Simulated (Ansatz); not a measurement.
# Ta: a tetragonal deformation path

One table from this session's results is given with a row withheld; the runs are named, their logs left out.

Method: DFT PBE, scalar-relativistic, plane waves, PAW, in Ansatz 0.2.0.

**The starting structure**

It takes space group Im-3m (No. 229, cubic). Conventional cell: a = 3.303 Å, b = 3.303 Å, c = 3.303 Å, α = 90.00°, β = 90.00°, γ = 90.00°. Ta (site symmetry m-3m) has 8 Ta at 2.86 Å in its first shell of neighbours.

As a file:

```
CELL_PARAMETERS angstrom
-1.65128 1.65128 1.65128
1.65128 -1.65128 1.65128
1.65128 1.65128 -1.65128
ATOMIC_POSITIONS crystal
Ta 0.00000 0.00000 0.00000
```

No relaxation comes first: the listed cell is the starting point.

**Zero of energy**

The reference gives a free energy of -9932.2551 eV, pressure 3.15 GPa, largest force 0.000 eV/Å and gap on the mesh none (metal). It was computed beforehand with the settings of the runs below.

The first run:

At fixed volume and fractional coordinates, lengths along (0.000, 0.000, 1.000) are scaled against those across it; ρ is that ratio over its starting value.

File input.yaml:

```yaml
crystal:
  lattice:
    - [-1.8535924404, 1.8535924404, 1.3104898553]
    - [1.8535924404, -1.8535924404, 1.3104898553]
    - [1.8535924404, 1.8535924404, -1.3104898553]
  atoms:
    - { symbol: Ta, position: [0.0, 0.0, 0.0] }
basis:
  ecutwfc: 420
kpoints:
  mp_grid: { grid: [22, 22, 22] }
hamiltonian:
  xc: pbe
scf:
  occupations: { method: gaussian, width: 0.15 }
output:
  forces: true
  stress: true
  eigenvalues: true
  write_density: true
  write_potential: true
  elf: true
  volumetric_format: npy
```

On the command line:

```console
> ansatz run input.yaml --threads 1 --pin off --max-ram 2560MiB --backend cpu --events-out ev --progress --plain --runs-dir out
```

Among the steps run: At ρ = 0.707; At ρ = 1.414; At ρ = 0.850; ρ = 1.200; At ρ = 0.780; ρ = 1.300; At ρ = 0.920; Point ρ = 1.100; Point ρ = 0.650; Point ρ = 1.500; At ρ = 0.960; At ρ = 1.050.

One table of the session follows, with a row left open; its other results are not shown here.

```
    ρ  ΔE (meV/atom)  pressure (GPa)
0.650          614.5            16.8
0.707          425.7            11.3
0.780          213.1             8.3
0.850           81.4             5.5
0.920              ?               ?
0.960            6.5             3.3
1.000            0.0             3.2
1.050            9.2             3.3
1.100           35.4             3.9
1.200          120.6             5.8
1.300          214.5             7.9
1.414          260.5             9.2
1.500          241.8             8.5
```

Q: Estimate the row for ρ = 0.920 from the others.

Worked estimate for «ΔE (meV/atom)». A straight line through the neighbours (0.850, 81.4) and (0.960, 6.5) gives 81.4 + (6.5 − 81.4) × (0.920 − 0.850) / (0.960 − 0.850) = 33.7; a parabola fitted to 4 rows on both sides gives 15.5.

As computed: ΔE (meV/atom): 25.5; pressure (GPa): 3.6. In «ΔE (meV/atom)» the line misses by +8.2 and the parabola by -10.0.
